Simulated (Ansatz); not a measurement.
**Ansatz 0.2.0, vacancy hop by nudged elastic band: Zn**

Input:

```yaml
crystal:
  lattice:
    - [8.05541472, 8.7e-07, 0.0]
    - [-4.02770811, 6.97619335, 0.0]
    - [0.0, 0.0, 4.984578]
  atoms:
    - { symbol: Zn, position: [0.10951852, 0.22124789, 0.24460767] }
    - { symbol: Zn, position: [0.226028, 0.11303201, 0.750696] }
    - { symbol: Zn, position: [0.11279776, 0.55495046, 0.24902111] }
    - { symbol: Zn, position: [0.2230795, 0.44374671, 0.74893847] }
    - { symbol: Zn, position: [0.1052279, 0.88842602, 0.24169624] }
    - { symbol: Zn, position: [0.21952141, 0.7763214, 0.747999] }
    - { symbol: Zn, position: [0.44486986, 0.22167854, 0.24656723] }
    - { symbol: Zn, position: [0.55606322, 0.10984284, 0.74832897] }
    - { symbol: Zn, position: [0.44338388, 0.55246007, 0.25249378] }
    - { symbol: Zn, position: [0.55664462, 0.44152116, 0.75220284] }
    - { symbol: Zn, position: [0.44661743, 0.89111326, 0.24815389] }
    - { symbol: Zn, position: [0.55985689, 0.77405668, 0.74643657] }
    - { symbol: Zn, position: [0.889235, 0.11576411, 0.74705151] }
    - { symbol: Zn, position: [0.77805219, 0.55809879, 0.24868129] }
    - { symbol: Zn, position: [0.88808286, 0.4446348, 0.7488182] }
    - { symbol: Zn, position: [0.77937065, 0.88965544, 0.24337167] }
    - { symbol: Zn, position: [0.88813841, 0.77536013, 0.752815] }
kpoints:
  mp_grid: { grid: [2, 2, 3] }
magnetization:
  spin_polarized: false
scf:
  occupations: { method: cold, width: 0.15 }
hamiltonian:
  pseudopotentials: { kind: paw }
  xc: pbe
basis:
  ecutwfc: 420
neb:
  images: 5
  relax_end_points: true
  climbing: true
  f_tol: 0.1
  max_iterations: 40
  order_check: false
  final_atoms:
    - { symbol: Zn, position: [0.10951852, 0.22124789, 0.24460767] }
    - { symbol: Zn, position: [0.226028, 0.11303201, 0.750696] }
    - { symbol: Zn, position: [0.11279776, 0.55495046, 0.24902111] }
    - { symbol: Zn, position: [0.2230795, 0.44374671, 0.74893847] }
    - { symbol: Zn, position: [0.1052279, 0.88842602, 0.24169624] }
    - { symbol: Zn, position: [0.21952141, 0.7763214, 0.747999] }
    - { symbol: Zn, position: [0.44486986, 0.22167854, 0.24656723] }
    - { symbol: Zn, position: [0.55606322, 0.10984284, 0.74832897] }
    - { symbol: Zn, position: [0.44338388, 0.55246007, 0.25249378] }
    - { symbol: Zn, position: [0.55664462, 0.44152116, 0.75220284] }
    - { symbol: Zn, position: [0.44661743, 0.89111326, 0.24815389] }
    - { symbol: Zn, position: [0.55985689, 0.77405668, 0.74643657] }
    - { symbol: Zn, position: [0.889235, 0.11576411, 0.74705151] }
    - { symbol: Zn, position: [0.77699251, 0.22085847, 0.24431891] }
    - { symbol: Zn, position: [0.88808286, 0.4446348, 0.7488182] }
    - { symbol: Zn, position: [0.77937065, 0.88965544, 0.24337167] }
    - { symbol: Zn, position: [0.88813841, 0.77536013, 0.752815] }
```

Launch command:

```bash
ansatz run input.yaml --threads 4 --pin off --max-ram 8192MiB --backend cpu --events-out ev --progress --plain --runs-dir out
```

Origin of the cell: a database entry, scaled a little.

The cell is 3×3×1 cells of Zn with one Zn taken out; atom 14 (Zn) hops into the empty site, 2.71 Å away before the end points are relaxed. All atoms were shaken by about 0.02 Å first.

Output (shortened):

```
SCF iter   1: F=—  HF=-56423.387132 eV  Δρ=2.17e-3  dr2=3.52e-2  defer=22
SCF iter   2: F=—  HF=-56423.382655 eV  S|Δr|=    0.00e0  Δρ=1.96e-3  dr2=1.12e-2  defer=22
SCF iter   3: F=—  HF=-56423.380924 eV  S|Δr|=    0.00e0  Δρ=1.45e-3  dr2=3.78e-3  defer=22
[… 2 lines left out …]
SCF iter   6: F=—  HF=-56423.379194 eV  S|Δr|=    0.00e0  Δρ=3.53e-5  dr2=2.24e-6  defer=22
SCF iter   7: F=—  HF=-56423.379194 eV  S|Δr|=    0.00e0  Δρ=9.29e-6  dr2=2.28e-7  defer=22
SCF iter   8: F=-56423.379194 eV  HF=-56423.379194 eV  S|Δr|=    0.00e0  Δρ=3.54e-6  dr2=2.97e-8
NEB iter   1: max|band force component| = 1.340e0 eV/Å  barrier→ = 0.7162 eV  barrier← = 0.7162 eV  Δτ_max = 0.1276 Å  (74 SCF iters)
NEB iter   2: max|band force component| = 7.083e-1 eV/Å  barrier→ = 0.4952 eV  barrier← = 0.4953 eV  Δτ_max = 0.1410 Å  (40 SCF iters)
NEB iter   3: max|band force component| = 2.549e-1 eV/Å  barrier→ = 0.3798 eV  barrier← = 0.3798 eV  CI = image 3  Δτ_max = 0.0561 Å  (43 SCF iters)
NEB iter   4: max|band force component| = 7.494e-2 eV/Å  barrier→ = 0.3637 eV  barrier← = 0.3637 eV  CI = image 3  Δτ_max = 0.0000 Å  (34 SCF iters)
--- NEB band (7 images, 4 band iterations, 191 SCF iterations, 33 more in tests of the images' electronic states and relaxations of end points) ---
  forward barrier  = 0.363706 eV
  backward barrier = 0.363733 eV
  lagrangian_above_aufbau_ev (what the smearing adds, to first order; not taken off the barriers): saddle image +0.004771 eV, end points -0.013990 and -0.014119 eV
  climbing image's point = of an order that was not read
  energies are F+E_penalty+E_count in eV, relative to image 0
  image     s (Å)  Δ vs image 0  max|band force component| (eV/Å)
      0    0.0000      0.000000                                 —
      1    0.4547      0.088748                          1.413e-2
      2    0.9095      0.269492                          5.200e-2
  *   3    1.3646      0.363706                          7.494e-2
      4    1.8192      0.269674                          4.424e-2
      5    2.2737      0.089083                          1.065e-2
      6    2.7280     -0.000027                                 —
```

The converged band:

```csv
image,path over all atoms (Å),ΔF (eV),Zn x,y,z (Å)
0,0.00,0.000,4.07,3.83,1.24
1,0.45,0.089,4.21,3.47,1.23
2,0.91,0.269,4.40,3.07,1.23
3,1.36,0.364,4.61,2.66,1.23
4,1.82,0.270,4.86,2.27,1.23
5,2.27,0.089,5.11,1.90,1.23
6,2.73,0.000,5.35,1.60,1.23
```

Highest image (3), forces in eV/Å:

```xyz
17
Lattice="8.055 0.000 0.000 -4.028 6.976 0.000 0.000 0.000 4.985" Properties=species:S:1:pos:R:3:forces:R:3 pbc="T T T" image=3
Zn   -0.174    1.539    1.234   -0.016    0.001    0.001
Zn    1.367    0.784    3.728   -0.010   -0.006   -0.002
Zn   -1.256    3.920    1.235    0.075    0.043    0.002
Zn    0.036    3.114    3.730   -0.005   -0.001   -0.001
Zn   -2.778    6.048    1.239   -0.007   -0.014    0.001
Zn   -1.308    5.442    3.728   -0.003   -0.004    0.000
Zn    2.473    1.423    1.237   -0.017   -0.010    0.002
Zn    4.092    0.816    3.728   -0.007    0.007   -0.001
Zn    1.456    3.857    1.238    0.007   -0.007    0.001
Zn    2.758    3.128    3.734    0.002   -0.009   -0.002
Zn    0.045    6.301    1.235   -0.003    0.010    0.002
Zn    1.405    5.457    3.728   -0.002   -0.001   -0.001
Zn    6.718    0.796    3.724    0.017   -0.004    0.000
Zn    4.613    2.658    1.232   -0.033   -0.019    0.001
Zn    5.430    3.130    3.724   -0.011   -0.006   -0.002
Zn    2.682    6.194    1.235    0.007    0.004    0.002
Zn    4.053    5.412    3.735    0.005    0.017   -0.002
```

Barrier of this path: 0.36 eV forwards, 0.36 eV backwards, after 4 band iterations.

Caveats: the k mesh is coarse if the cell is a metal; a small cell with a neutral vacancy and no spin, whose shape can make like sites unlike; the cell is held at a rescaled volume, and strain moves barriers; the hop was drawn among near neighbours and need not be the easiest path; few images and a loose tolerance, and neither the top nor the ends were tested for their order.

It ran for 5.8 min on 4 threads of Arm Neoverse V1, on a shared host, peak memory 2 GiB, from the program's own first density.
